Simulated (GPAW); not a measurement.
Crystal: CuO.

```xyz
4
Lattice="3.1795 0.0000 0.0000 -1.5898 2.7536 0.0000 0.0000 0.0000 4.4315" Properties=species:S:1:pos:R:3 pbc="T T T"
Cu    0.0000    0.0000    0.0000
Cu    0.0000    0.0000    2.2157
O     0.0000    1.8357    1.1079
O     1.5898    0.9179    3.3236
```

Measurements of this composition are mostly on another form, of space group No. 15.

Program: GPAW 26.7.0. Alike in all runs: task single point; no spin polarisation; cell as given; k mesh 8 × 8 × 5; cutoff (eV) 800; smearing fermi-dirac 0.05 eV.

Q: Order these runs on this cell by their pressure, lowest first.
A. level LDA; potentials or basis the program's PAW data sets (release 1.2.1) made for this functional, pw
B. level PBEsol; potentials or basis PAW data sets generated in the run's folder for this functional, pw
C. level BLYP; potentials or basis PAW data sets generated in the run's folder for this functional, pw; eigensolver davidson

A: A (-8.9 GPa), B (-0.9 GPa), C (13.8 GPa).

Caveats: with this Cu data set, volumes or pressures lay over 1.5 % or 2 GPa off other programs in two to four cells of ten; the run has no spin polarisation, though such a crystal can be magnetic.

Runs at the PBE level aren't shown here.
